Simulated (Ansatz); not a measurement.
The system is Co.

```xyz
2
Lattice="2.4720 0.0000 0.0000 -1.2360 2.1408 0.0000 0.0000 0.0000 4.0211" Properties=species:S:1:pos:R:3 pbc="T T T"
Co    1.2360    0.7136    3.0159
Co    0.0000    1.4272    1.0053
```

| Property | Result |
| --- | --- |
| Program | Ansatz 0.2.0 |
| Task | relaxation of cell and atoms |
| Functional | revPBE |
| Dispersion | D3(BJ) |
| Potentials or basis | all-electron LAPW, scalar-relativistic |
| Basis error allowed | 0.001 eV/atom |
| k mesh | 12 × 12 × 7 |
| Occupations | fermi-dirac, width 0.05 eV |
| Spin | collinear spin, ferromagnetic start |
| Starting moments | [2.0, 2.0] μB |

At the start: volume 10.64 Å³/atom.

Task: How do energy, volume and symmetry change on relaxing?

Result: Over 5 steps the energy falls by 2.6 meV/atom and the volume is 10.46 Å³/atom (-1.7 %); space group P6_3/mmc (No. 194, to 0.05 Å); moment 3.20 μB per cell.

The path:
```tsv
step	energy change (eV)	largest force (eV/Å)	volume (Å³)
1	0.0000	0.0000	21.28
2	-0.0039	0.0000	21.10
3	-0.0053	0.0000	20.91
4	-0.0053	0.0000	20.92
5	-0.0053	0.0000	20.92
```

Final structure:
```
Co
1.0
     2.46476    0.00000    0.00000
    -1.23238    2.13454    0.00000
     0.00000    0.00000    3.97658
Co
2
Direct
  0.66667 0.33333 0.75000
  0.33333 0.66667 0.25000
```
